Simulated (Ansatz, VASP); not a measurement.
Ag in VASP and in Ansatz

Contents of INCAR:

```
PREC     = Accurate       # precision mode
ENCUT    = 520            # plane-wave cutoff, eV
EDIFF    = 1E-8           # SCF threshold, eV
ISMEAR   = -1             # smearing method
SIGMA    = 0.05           # smearing width, eV
LREAL    = False          # projectors in reciprocal space
LASPH    = True           # aspherical terms in the spheres
NELM     = 60             # most SCF steps
ALGO     = Normal         # electronic algorithm
ISIF     = 2              # what is computed and relaxed
LWAVE    = False          # write WAVECAR
LCHARG   = False          # write CHGCAR
GGA      = CA             # functional
LEFG     = True         
NBANDS   = 18             # bands
```

The input KPOINTS:

```
Automatic mesh
0
Gamma
  14 14 8
```

POSCAR

```
Ag
1.0
    2.9299980804      0.0000000000      0.0000000000
   -1.4649990402      2.5374527707      0.0000000000
    0.0000000000      0.0000000000      4.7900000000
Ag
2
Direct
    0.3333333333      0.6666666667      0.2500000000
    0.6666666667      0.3333333333      0.7500000000
```

Input for Ansatz:

```yaml
crystal:
  lattice:
    - [2.9299980804, 0.0, 0.0]
    - [-1.4649990402, 2.5374527707, 0.0]
    - [0.0, 0.0, 4.79]
  atoms:
    - { symbol: Ag, position: [0.3333333333, 0.6666666667, 0.25] }
    - { symbol: Ag, position: [0.6666666667, 0.3333333333, 0.75] }
kpoints:
  mp_grid: { grid: [14, 14, 8] }
  band_path:
    path:
      - [0.0, 0.0, 0.0]
      - [0.5, 0.0, 0.0]
      - [0.3333333333, 0.3333333333, 0.0]
      - [0.0, 0.0, 0.0]
      - [0.0, 0.0, 0.5]
      - [0.5, 0.0, 0.5]
      - [0.3333333333, 0.3333333333, 0.5]
      - [0.0, 0.0, 0.5]
      - [0.5, 0.0, 0.5]
    npoints: 14
scf:
  occupations: { method: fermi_dirac, width: 0.05 }
hamiltonian:
  xc: lda
  pseudopotentials: { kind: paw }
output:
  forces: true
  stress: true
  eigenvalues: true
  efg: { contact_densities: true }
  populations: true
  bader: true
  dos: { projected: true, de: 0.2, e_range: [-14, 8] }
  write_density: true
  write_potential: true
  elf: true
  volumetric_format: npy
```

Alike in both runs: task electric field gradients; functional LDA; k mesh 14 × 14 × 8; occupations fermi-dirac, width 0.05 eV; no spin polarisation.

```csv
,VASP,Ansatz
version,VASP 6.6.1,Ansatz 0.2.0
potentials or method,"VASP PAW LDA potentials, release 64 (Ag)","PAW with Ansatz's default frozen-core files, scalar-relativistic"
plane-wave cutoff (eV),520,420
valence electrons in the cell,22,38
```

Ansatz gave:

```
pressure (GPa)                                                 : -10.6
largest component of the traceless stress (GPa)                : 0.24
Vzz of the field gradient on the site that differs most (V/Å²) : 4.3
```

Which values does VASP return?

Pressure (GPa): -10.4; largest component of the traceless stress (GPa): 0.25; Vzz of the field gradient on the site that differs most (V/Å²): 4.0.

The two sets of potentials don't hold the same shells in valence. Ansatz warned: «gradients_without_spin_orbit».
